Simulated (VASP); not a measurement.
Wanted: the native input for a VASP 6.6.1 run.

| Property | Result |
| --- | --- |
| Task | single point |
| Functional | PBE |
| Potentials or basis | VASP PAW PBE potentials, release 64 (Sn_d, O) |
| Cutoff | 520 eV |
| k mesh | 6 × 6 × 8 |
| Occupations | fermi-dirac, width 0.05 eV |
| Spin | no spin polarisation |
| Dipole correction | no |
| Further INCAR settings | ALGO = Fast; EDIFF = 1e-06; NBANDS = 35 |

The structure of SnO2 (Cassiterite) lies in POSCAR:

```
SnO2
1.0
    4.8309255526      0.0000000000      0.0000000000
    0.0000000000      4.8309255526      0.0000000000
    0.0000000000      0.0000000000      3.2489962586
Sn O
2 4
Direct
    0.5000000000      0.5000000000      0.5000000000
    0.0000000000      0.0000000000      0.0000000000
    0.8071000000      0.1929000000      0.5000000000
    0.6929000000      0.6929000000      0.0000000000
    0.1929000000      0.8071000000      0.5000000000
    0.3071000000      0.3071000000      0.0000000000
```

These files were run (other wordings do the same):

INCAR

```
ALGO = Fast ; EDIFF = 1E-6
ENCUT = 520 ; GGA = PE
ISIF = 2 ; ISMEAR = -1
LASPH = True ; LCHARG = True
LELF = True ; LREAL = False
LVHAR = True ; LWAVE = False
NBANDS = 35 ; NELM = 100
PREC = Accurate ; SIGMA = 0.05
```

KPOINTS

```
k-points
0
Gamma
  6 6 8
```

Potentials or basis: VASP PAW PBE potentials, release 64 (Sn_d, O).

Run with:

```bash
$ cat potpaw_PBE.64/Sn_d/POTCAR potpaw_PBE.64/O/POTCAR > POTCAR
$ mpirun -np 1 vasp_std > vasp.out
```

It gave:

* Pressure: -0.3 GPa
* Largest force: 0.066 eV/Å
* Band gap on the k mesh: 0.62 eV, direct

Caveat: spin-orbit coupling is left out, which moves the levels of the heavy elements.

Run time: 90 s on 1 thread of Intel(R) Xeon(R) Platinum 8488C (Sapphire Rapids), with other jobs on the host, peak memory 0.23 GiB.
